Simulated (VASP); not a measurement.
# SnTe (Fm-3m) in VASP: a series of runs

The runs below take SnTe through G0W0 quasiparticle levels, with PBE.

Everything below comes from runs of VASP 6.6.1. Logs are shortened: lines on timing, memory, paths and dates and some standing lists are left out, and cuts for length are marked.

**The experiment to reproduce.**

From a printed reference work, textbook, for a bulk crystal of SnTe at 300 K: band gap 0.18 eV (direct).

How close the calculation comes is told below.

## Step 1: The crystal as given

It takes space group Fm-3m (No. 225, cubic). The conventional cell has a = 6.302 Å, b = 6.302 Å, c = 6.302 Å, α = 90.00°, β = 90.00°, γ = 90.00°. Te (site symmetry m-3m) is surrounded by 6 Sn at 3.15 Å. Sn (site symmetry m-3m) is surrounded by 6 Te at 3.15 Å.

## Step 2: G0W0 quasiparticle levels, PBE

File POSCAR:

```
SnTe
1.0
    0.0000000000      3.1508500000      3.1508500000
    3.1508500000      0.0000000000      3.1508500000
    3.1508500000      3.1508500000      0.0000000000
Te Sn
1 1
Direct
    0.5000000000      0.5000000000      0.5000000000
    0.0000000000      0.0000000000      0.0000000000
```

File INCAR.step1:

```
SYSTEM = SnTe
  PREC = Accurate
  ENCUT = 450
  EDIFF = 1E-8
  ISMEAR = 0
  SIGMA = 0.01
  LREAL = .FALSE.
  LASPH = .TRUE.
  NELM = 100
  ALGO = Fast
  LWAVE = .TRUE.
  LCHARG = .FALSE.
  GGA = PE
```

File INCAR.step2:

```
SYSTEM = SnTe
  PREC = Accurate
  ENCUT = 450
  EDIFF = 1E-8
  ISMEAR = 0
  SIGMA = 0.01
  LREAL = .FALSE.
  LASPH = .TRUE.
  NELM = 1
  ALGO = Exact
  LWAVE = .TRUE.
  LCHARG = .FALSE.
  GGA = PE
  NBANDS = 473
  LOPTICS = .TRUE.
  ISTART = 1
```

File INCAR.step3:

```
SYSTEM = SnTe
  PREC = Accurate
  ENCUT = 450
  EDIFF = 1E-8
  ISMEAR = 0
  SIGMA = 0.01
  LREAL = .FALSE.
  LASPH = .TRUE.
  ALGO = EVGW0
  LWAVE = .FALSE.
  LCHARG = .FALSE.
  GGA = PE
  NELMGW = 1
  NBANDS = 473
  ENCUTGW = 220
  NOMEGA = 50
  PRECFOCK = Fast
  ISTART = 1
  NBANDSGW = 18
```

File KPOINTS:

```
Automatic mesh
0
G
  4 4 4
  0 0 0
```

Potentials or basis: VASP PAW PBE potentials, release 64 (Te_GW, Sn_d_GW).

The run is started by

```
$ cat potpaw_PBE.64/Te_GW/POTCAR potpaw_PBE.64/Sn_d_GW/POTCAR > POTCAR
$ cp INCAR.step1 INCAR
$ mpirun -np 1 vasp_std > vasp.out
$ cp INCAR.step2 INCAR
$ mpirun -np 1 vasp_std > vasp.out
$ cp INCAR.step3 INCAR
$ mpirun -np 1 vasp_std > vasp.out
```

OUTCAR:

```text
SYSTEM = SnTe
   PREC = Accurate
   ENCUT = 450
   EDIFF = 1E-8
   ISMEAR = 0
   LREAL = .FALSE.
   LASPH = .TRUE.
   GGA = PE
   NELMGW = 1
   ENCUTGW = 220
   PRECFOCK = Fast
   ISTART = 1

 ion  position               nearest neighbor table
   1  0.500  0.500  0.500-   2 3.15   2 3.15   2 3.15   2 3.15   2 3.15   2 3.15
   2  0.000  0.000  0.000-   1 3.15   1 3.15   1 3.15   1 3.15   1 3.15   1 3.15

  LATTYP: Found a face centered cubic cell.
 ALAT       =     6.3017000000

  Lattice vectors:

 A1 = (   0.0000000000,   3.1508500000,   3.1508500000)
 A2 = (   3.1508500000,   0.0000000000,   3.1508500000)
 A3 = (   3.1508500000,   3.1508500000,   0.0000000000)

Analysis of symmetry for initial positions (statically):
=====================================================================
 Subroutine PRICEL returns:
 Original cell was already a primitive cell.

 Routine SETGRP: Setting up the symmetry group for a
 face centered cubic supercell.

 Subroutine GETGRP returns: Found 48 space group operations
 (whereof 48 operations were pure point group operations)
 out of a pool of 48 trial point group operations.

The static configuration has the point symmetry O_h .

Analysis of symmetry for dynamics (positions and initial velocities):
=====================================================================
 Subroutine PRICEL returns:
 Original cell was already a primitive cell.

 Routine SETGRP: Setting up the symmetry group for a
 face centered cubic supercell.

 Subroutine GETGRP returns: Found 48 space group operations
 (whereof 48 operations were pure point group operations)
 out of a pool of 48 trial point group operations.

The dynamic configuration has the point symmetry O_h .

 Subroutine INISYM returns: Found 48 space group operations
 (whereof 48 operations are pure point group operations),
 and found     1 'primitive' translations

----------------------------------------------------------------------------------------

                                     Primitive cell

  volume of cell :      62.5624

  direct lattice vectors                    reciprocal lattice vectors
     0.000000000  3.150850000  3.150850000    -0.158687338  0.158687338  0.158687338
     3.150850000  0.000000000  3.150850000     0.158687338 -0.158687338  0.158687338
     3.150850000  3.150850000  0.000000000     0.158687338  0.158687338 -0.158687338

  length of vectors
[... 45 lines left out ...]
  0.500000  0.500000  0.000000      3.000000
 -0.250000  0.500000  0.250000      6.000000
   k-points           NKPTS =      8   k-points in BZ     NKDIM =     64   number of bands    NBANDS=    473
   number of dos      NEDOS =    301   number of ions     NIONS =      2
   total plane-waves  NPLWV =  32768
   dimension x,y,z NGX =    32 NGY =   32 NGZ =   32
   dimension x,y,z NGXF=    64 NGYF=   64 NGZF=   64
   ions per type =               1   1
   NGX,Y,Z   is equivalent  to a cutoff of  11.94, 11.94, 11.94 a.u.
   NGXF,Y,Z  is equivalent  to a cutoff of  23.88, 23.88, 23.88 a.u.
 SYSTEM =  SnTe
   PREC   = accura    normal or accurate (medium, high low for compatibility)
   ISTART =      1    job   : 0-new  1-cont  2-samecut
   ICHARG =      0    charge: 1-file 2-atom 10-const
   ISPIN  =      1    spin polarized calculation?
   LNONCOLLINEAR =      F non collinear calculations
   LSORBIT =      F    spin-orbit coupling
   LASPH  =      T    aspherical Exc in radial PAW
   ENCUT  =  450.0 eV  33.07 Ry    5.75 a.u.   7.71  7.71  7.71*2*pi/ulx,y,z
   NELM   =     60;   NELMIN=  2; NELMDL=  0     # of ELM steps
   EDIFF  = 0.1E-07   stopping-criterion for ELM
   LREAL  =      F    real-space projection
   EDIFFG = 0.1E-06   stopping-criterion for IOM
   NSW    =      0    number of steps for IOM
   IBRION =     -1    ionic relax: 0-MD 1-quasi-New 2-CG
   NFREE  =      0    steps in history (QN), initial steepest desc. (CG)
   ISIF   =      0    stress and relaxation
   ISYM   =      3    0-nonsym 1-usesym 2-fastsym
   POTIM  = 0.5000    time-step for ionic-motion
   TEBEG  =    0.0;   TEEND  =   0.0 temperature during run
   PSTRESS=    0.0 pullay stress
   NELECT =      20.0000    total number of electrons
   NUPDOWN=      -1.0000    fix difference up-down
   EMIN   =  10.00;   EMAX   =-10.00  energy-range for DOS
   EFERMI =   0.00;   METHOD = LEGACY
   ISMEAR =     0;   SIGMA  =   0.01  broadening in eV -4-tet -1-fermi 0-gaus
   EFERMI_NEDOS =   21; number of points for ismear=-14 and -15
   IALGO  =     38    algorithm
   IMIX   =      4    mixing-type and parameters
     AMIX     =   0.40;   BMIX     =  1.00
     AMIX_MAG =   1.60;   BMIX_MAG =  1.00
  volume/ion in A,a.u.               =      31.28       211.10
  Fermi-wavevector in a.u.,A,eV,Ry     =   1.119387  2.115336 17.048485  1.253028
  Thomas-Fermi vector in A             =   2.256026
   LORBIT       =      0    0 simple, 1 ext, 2 COOP (PROOUT), +10 PAW based schemes
   GGA     = PE    functional components
   LHFCALC =     T    Hartree Fock is set to
   PRECFOCK=fast      Normal, Fast or Accurate (Low or Medium for compatibility)
   ENCUT4O =  -1.0   cutoff for four orbital integrals eV
   NKREDX  =     1    reduce k-point grid by
   NKREDY  =     1    reduce k-point grid by
   NKREDZ  =     1    reduce k-point grid by
   AEXX    =    1.0000 exact exchange contribution
   HFSCREEN=    0.0000 screening length (either q_TF or 0.3 A-1)
   HFSCREENC=   0.0000 screening length for correlation (either q_TF or 0.3 A-1)
   ENCUTFOCK=  -1.0 apply spherical cutoff to Coloumb kernel
   IVDW    =     0    specifies the selected vdW correction
   LEPSILON=     F    determine dielectric tensor
   LRPA    =     F    only Hartree local field effects (RPA)
   LRPAFORCE           =     F    calculate RPA forces
   ENCUTGW             = 220.0    cutoff for response function in eV
   ENCUTGWSOFT         = 176.0    soft cutoff for Coulomb kernel in GW response function in eV
   ENCUTLF             =  -1.0    cutoff for local field effects
   NELMGW              =     1    number of iterations in solving QP/BSE equation
   NELMHF              =     1    number of iterations in the inner HF iteration
   NKREDLFX            =     1    NKREDLFY  =   1   NKREDLFZ  =   1
 non-spin polarized calculation
 Gauss-broadening in eV      SIGMA  =   0.01
  energy-cutoff  :      450.00
  volume of cell :       62.56
 maximum number of plane-waves:      1380
 NGX is ok and might be reduce to    32
  NGX = 18; NGY = 18; NGZ = 18
   NGX = 15   NGY = 15   NGZ = 15
 maximum number of plane-waves:       477

 QP shifts <psi_nk| G(iteration)W_0 |psi_nk>: iteration 1
 for sc-GW calculations column KS-energies equals QP-energies in previous step
 and V_xc(KS)=  KS-energies - (<T + V_ion + V_H > + <T+V_H+V_ion>^1  + <V_x>^1)

 k-point   1 :       0.0000    0.0000    0.0000
  band No.  KS-energies  QP-energies   sigma(KS)   V_xc(KS)     V^pw_x(r,r')   Z            occupation Imag(sigma)

      1     -16.0403     -18.2687     -21.0002     -17.5160     -27.0916       0.6396       2.0000       0.2060
      2     -16.0403     -18.2687     -21.0002     -17.5160     -27.0916       0.6396       2.0000       0.2060
      3     -16.0334     -18.2391     -20.9768     -17.5064     -27.0412       0.6356       2.0000       0.1836
      4     -16.0334     -18.2391     -20.9768     -17.5064     -27.0412       0.6356       2.0000       0.1836
      5     -16.0334     -18.2391     -20.9768     -17.5064     -27.0412       0.6356       2.0000       0.1836
      6      -6.9136      -7.2204     -11.1500     -10.6648     -17.2543       0.6324       2.0000       1.0501
[... 151 lines left out ...]
      4     -16.0301     -18.2443     -20.9809     -17.5106     -27.0434       0.6380       2.0000       0.1842
      5     -16.0227     -18.2441     -20.9945     -17.5220     -27.0526       0.6397       2.0000       0.1813
      6      -5.2496      -5.5813     -11.8953     -11.3808     -17.1076       0.6448       2.0000       0.7139
[... 10 lines left out ...]
     17      16.9771      16.8552     -10.1487      -9.9885      -3.9191       0.7608       0.0000      -0.7552
     18      17.5088      17.2444      -9.3319      -8.9663      -3.1052       0.7231       0.0000      -0.7017
```

OUTCAR.step2:

```text
SYSTEM = SnTe
   PREC = Accurate
   ENCUT = 450
   EDIFF = 1E-8
[... 739 lines left out ...]
  --------------------------------------------------------------------------------------------------------------
     0.00000    22.92365    22.92365    22.92365    -0.00000    -0.00000    -0.00000
     2.74912    -7.64849    -7.64849    -7.64849    -0.00000    -0.00000     0.00000
     5.49824     2.47229     2.47229     2.47229     0.00000     0.00000    -0.00000
     8.24736    -2.82228    -2.82228    -2.82228     0.00000     0.00000     0.00000
    10.99648    -1.04753    -1.04753    -1.04753     0.00000     0.00000     0.00000
    13.74560    -0.06961    -0.06961    -0.06961     0.00000     0.00000    -0.00000
[... 92 lines left out ...]
   269.41377     0.99286     0.99286     0.99286     0.00000     0.00000    -0.00000
   272.16289     0.99301     0.99301     0.99301     0.00000     0.00000    -0.00000
```

Run time: 13 min. Hardware: 1 thread of Intel Xeon 6975P-C (Granite Rapids), shared host; peak memory 1.3 GiB.

Results:

| Quantity | Value |
| --- | --- |
| Band gap on the k mesh, mean-field level | 0.10 eV, direct |
| Quasiparticle gap | 0.02 eV |
| Least direct quasiparticle gap | 0.02 eV |

Caveat: the k mesh is coarse (spacing up to 0.43 Å⁻¹), so the values aren't converged; bands, screening cutoff and mesh are small and nothing is extrapolated, so the quasiparticle values aren't converged; spin-orbit coupling is left out, which moves the levels of the heavy elements. A k mesh can miss the band edges.

## Step 3: G0W0 quasiparticle levels, PBE

POSCAR is that of step 2.

File INCAR.step1:

```
SYSTEM = SnTe
PREC = Accurate
ENCUT = 450
EDIFF = 1E-8
ISMEAR = 0
SIGMA = 0.01
LREAL = .FALSE.
LASPH = .TRUE.
NELM = 60
ALGO = Normal
LWAVE = .TRUE.
LCHARG = .FALSE.
GGA = PE
```

File INCAR.step2:

```
SYSTEM = SnTe
PREC = Accurate
ENCUT = 450
EDIFF = 1E-8
ISMEAR = 0
SIGMA = 0.01
LREAL = .FALSE.
LASPH = .TRUE.
NELM = 1
ALGO = Exact
LWAVE = .TRUE.
LCHARG = .FALSE.
GGA = PE
NBANDS = 131
LOPTICS = .TRUE.
ISTART = 1
```

File INCAR.step3:

```
SYSTEM = SnTe
PREC = Accurate
ENCUT = 450
EDIFF = 1E-8
ISMEAR = 0
SIGMA = 0.01
LREAL = .FALSE.
LASPH = .TRUE.
ALGO = EVGW0
LWAVE = .FALSE.
LCHARG = .FALSE.
GGA = PE
NELMGW = 1
NBANDS = 131
ENCUTGW = 90
NOMEGA = 50
PRECFOCK = Fast
ISTART = 1
NBANDSGW = 18
```

File KPOINTS:

```
regular mesh
0
G
  6 6 6
  0 0 0
```

Potentials or basis: VASP PAW PBE potentials, release 64 (Te_GW, Sn_d_GW).

The run is started by

```
$ cat potpaw_PBE.64/Te_GW/POTCAR potpaw_PBE.64/Sn_d_GW/POTCAR > POTCAR
$ cp INCAR.step1 INCAR
$ mpirun -np 1 vasp_std > vasp.out
$ cp INCAR.step2 INCAR
$ mpirun -np 1 vasp_std > vasp.out
$ cp INCAR.step3 INCAR
$ mpirun -np 1 vasp_std > vasp.out
```

OUTCAR:

```text
SYSTEM = SnTe
   PREC = Accurate
   ENCUT = 450
   EDIFF = 1E-8
   ISMEAR = 0
   LREAL = .FALSE.
   LASPH = .TRUE.
   GGA = PE
   NELMGW = 1
   ENCUTGW = 90
   PRECFOCK = Fast
   ISTART = 1

 ion  position               nearest neighbor table
   1  0.500  0.500  0.500-   2 3.15   2 3.15   2 3.15   2 3.15   2 3.15   2 3.15
   2  0.000  0.000  0.000-   1 3.15   1 3.15   1 3.15   1 3.15   1 3.15   1 3.15

  LATTYP: Found a face centered cubic cell.
 ALAT       =     6.3017000000

  Lattice vectors:

 A1 = (   0.0000000000,   3.1508500000,   3.1508500000)
 A2 = (   3.1508500000,   0.0000000000,   3.1508500000)
 A3 = (   3.1508500000,   3.1508500000,   0.0000000000)

Analysis of symmetry for initial positions (statically):
=====================================================================
 Subroutine PRICEL returns:
 Original cell was already a primitive cell.

 Routine SETGRP: Setting up the symmetry group for a
 face centered cubic supercell.

 Subroutine GETGRP returns: Found 48 space group operations
 (whereof 48 operations were pure point group operations)
 out of a pool of 48 trial point group operations.

The static configuration has the point symmetry O_h .

Analysis of symmetry for dynamics (positions and initial velocities):
=====================================================================
 Subroutine PRICEL returns:
 Original cell was already a primitive cell.

 Routine SETGRP: Setting up the symmetry group for a
 face centered cubic supercell.
[... 84 lines left out ...]
   NGX,Y,Z   is equivalent  to a cutoff of  11.94, 11.94, 11.94 a.u.
   NGXF,Y,Z  is equivalent  to a cutoff of  23.88, 23.88, 23.88 a.u.
 SYSTEM =  SnTe
   PREC   = accura    normal or accurate (medium, high low for compatibility)
   ISTART =      1    job   : 0-new  1-cont  2-samecut
   ICHARG =      0    charge: 1-file 2-atom 10-const
   ISPIN  =      1    spin polarized calculation?
   LNONCOLLINEAR =      F non collinear calculations
   LSORBIT =      F    spin-orbit coupling
   LASPH  =      T    aspherical Exc in radial PAW
   ENCUT  =  450.0 eV  33.07 Ry    5.75 a.u.   7.71  7.71  7.71*2*pi/ulx,y,z
   NELM   =     60;   NELMIN=  2; NELMDL=  0     # of ELM steps
   EDIFF  = 0.1E-07   stopping-criterion for ELM
   LREAL  =      F    real-space projection
   EDIFFG = 0.1E-06   stopping-criterion for IOM
   NSW    =      0    number of steps for IOM
   IBRION =     -1    ionic relax: 0-MD 1-quasi-New 2-CG
   NFREE  =      0    steps in history (QN), initial steepest desc. (CG)
   ISIF   =      0    stress and relaxation
   ISYM   =      3    0-nonsym 1-usesym 2-fastsym
   POTIM  = 0.5000    time-step for ionic-motion
   TEBEG  =    0.0;   TEEND  =   0.0 temperature during run
   PSTRESS=    0.0 pullay stress
   NELECT =      20.0000    total number of electrons
   NUPDOWN=      -1.0000    fix difference up-down
   EMIN   =  10.00;   EMAX   =-10.00  energy-range for DOS
   EFERMI =   0.00;   METHOD = LEGACY
   ISMEAR =     0;   SIGMA  =   0.01  broadening in eV -4-tet -1-fermi 0-gaus
   EFERMI_NEDOS =   21; number of points for ismear=-14 and -15
   IALGO  =     38    algorithm
   IMIX   =      4    mixing-type and parameters
     AMIX     =   0.40;   BMIX     =  1.00
     AMIX_MAG =   1.60;   BMIX_MAG =  1.00
  volume/ion in A,a.u.               =      31.28       211.10
  Fermi-wavevector in a.u.,A,eV,Ry     =   1.119387  2.115336 17.048485  1.253028
  Thomas-Fermi vector in A             =   2.256026
   LORBIT       =      0    0 simple, 1 ext, 2 COOP (PROOUT), +10 PAW based schemes
   GGA     = PE    functional components
   LHFCALC =     T    Hartree Fock is set to
   PRECFOCK=fast      Normal, Fast or Accurate (Low or Medium for compatibility)
   ENCUT4O =  -1.0   cutoff for four orbital integrals eV
   NKREDX  =     1    reduce k-point grid by
   NKREDY  =     1    reduce k-point grid by
   NKREDZ  =     1    reduce k-point grid by
   AEXX    =    1.0000 exact exchange contribution
   HFSCREEN=    0.0000 screening length (either q_TF or 0.3 A-1)
   HFSCREENC=   0.0000 screening length for correlation (either q_TF or 0.3 A-1)
   ENCUTFOCK=  -1.0 apply spherical cutoff to Coloumb kernel
   IVDW    =     0    specifies the selected vdW correction
   LEPSILON=     F    determine dielectric tensor
   LRPA    =     F    only Hartree local field effects (RPA)
   LRPAFORCE           =     F    calculate RPA forces
   ENCUTGW             =  90.0    cutoff for response function in eV
   ENCUTGWSOFT         =  72.0    soft cutoff for Coulomb kernel in GW response function in eV
   ENCUTLF             =  -1.0    cutoff for local field effects
   NELMGW              =     1    number of iterations in solving QP/BSE equation
   NELMHF              =     1    number of iterations in the inner HF iteration
   NKREDLFX            =     1    NKREDLFY  =   1   NKREDLFZ  =   1
 non-spin polarized calculation
 Gauss-broadening in eV      SIGMA  =   0.01
  energy-cutoff  :      450.00
  volume of cell :       62.56
 maximum number of plane-waves:      1380
  NGX = 18; NGY = 18; NGZ = 18
   NGX = 15   NGY = 15   NGZ = 15
 maximum number of plane-waves:       129
 NGX is ok and might be reduce to    18

 QP shifts <psi_nk| G(iteration)W_0 |psi_nk>: iteration 1
 for sc-GW calculations column KS-energies equals QP-energies in previous step
 and V_xc(KS)=  KS-energies - (<T + V_ion + V_H > + <T+V_H+V_ion>^1  + <V_x>^1)

 k-point   1 :       0.0000    0.0000    0.0000
  band No.  KS-energies  QP-energies   sigma(KS)   V_xc(KS)     V^pw_x(r,r')   Z            occupation Imag(sigma)

      1     -16.0012     -18.2080     -20.8770     -17.5172     -27.0873       0.6568       2.0000       0.4684
      2     -16.0012     -18.2080     -20.8770     -17.5172     -27.0873       0.6568       2.0000       0.4684
      3     -15.9957     -18.1713     -20.8502     -17.5069     -27.0339       0.6508       2.0000       0.4435
      4     -15.9957     -18.1713     -20.8502     -17.5069     -27.0339       0.6508       2.0000       0.4435
      5     -15.9957     -18.1713     -20.8502     -17.5069     -27.0339       0.6508       2.0000       0.4435
      6      -6.8854      -6.9851     -10.8179     -10.6628     -17.2600       0.6425       2.0000       1.2500
[... 327 lines left out ...]
      4     -15.9887     -18.1797     -20.8609     -17.5168     -27.0413       0.6552       2.0000       0.4424
      5     -15.9849     -18.1839     -20.8678     -17.5226     -27.0466       0.6574       2.0000       0.4408
      6      -5.2370      -5.2759     -11.4351     -11.3755     -17.1068       0.6541       2.0000       0.9037
[... 10 lines left out ...]
     17      17.1612      17.1983      -8.4209      -8.4710      -2.5410       0.7400       0.0000      -0.5161
     18      17.3663      17.5216      -9.6790      -9.8836      -3.7715       0.7595       0.0000      -0.6743
```

Run time: 25 min. Hardware: 1 thread of Intel Xeon Platinum 8488C (Sapphire Rapids), shared host; peak memory 1 GiB.

Results:

```
Band gap on the k mesh, mean-field level : 0.10 eV, direct
Quasiparticle gap                        : 0.05 eV
Least direct quasiparticle gap           : 0.05 eV
```

Levels at points of the mesh, in eV from the valence-band top:
| k point | band 8 | band 9 | band 10 | band 11 | band 12 | band 13 |
| --- | --- | --- | --- | --- | --- | --- |
| (0.00, 0.00, 0.00) | -2.15 | -2.15 | -2.15 | 3.34 | 3.34 | 3.34 |
| (0.50, 0.00, 0.00) | -1.82 | -1.82 | 0.00 | 0.10 | 0.36 | 0.36 |
| (0.50, 0.50, 0.00) | -5.59 | -3.75 | -3.75 | 2.17 | 4.91 | 4.91 |

Caveat: bands, screening cutoff and mesh are small and nothing is extrapolated, so the quasiparticle values aren't converged; spin-orbit coupling is left out, which moves the levels of the heavy elements.

## Step 4: Against experiment

Step 3. Measured gap of SnTe: 0.18 eV (direct; 300 K; a printed reference work, textbook). This calculation gives 0.05 eV (-0.13 eV). Spin-orbit coupling on Sn, Te is left out. The value is that of G0W0 on PBE, without temperature or zero-point motion.
